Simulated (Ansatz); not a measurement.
**Structural energy differences of sodium**

Method: DFT, RPBE, plane waves (420 eV) with PAW, scalar-relativistic in Ansatz. The PAW files were generated under PBE, with cores re-solved for the functional.

Each structure is relaxed within its own symmetry, so a high-lying one may be dynamically unstable.

| structure | ΔE (meV/atom) | V (Å³/atom) | cell | magnetic state |
| --- | --- | --- | --- | --- |
| hcp | -1 | 39.55 | a = 3.824 Å, c = 6.245 Å (c/a = 1.633) | spin not included |
| fcc | 0 | 39.51 | a = 5.406 Å | spin not included |
| bcc | 0 | 39.40 | a = 4.287 Å | spin not included |
| dhcp | 1 | 39.51 | a = 3.829 Å, c = 12.449 Å (c/a = 3.251) | spin not included |
| omega (AlB2-type) | 10 | 39.74 | a = 6.145 Å, c = 3.645 Å (c/a = 0.593) | spin not included |
| A15 | 13 | 39.69 | a = 6.822 Å | spin not included |
| simple cubic | 116 | 42.47 | a = 3.489 Å | spin not included |
| diamond | 329 | 58.59 | a = 7.768 Å | spin not included |

ΔE counts from bcc.

Differences under about 8 meV lie within the error of the k-point mesh.
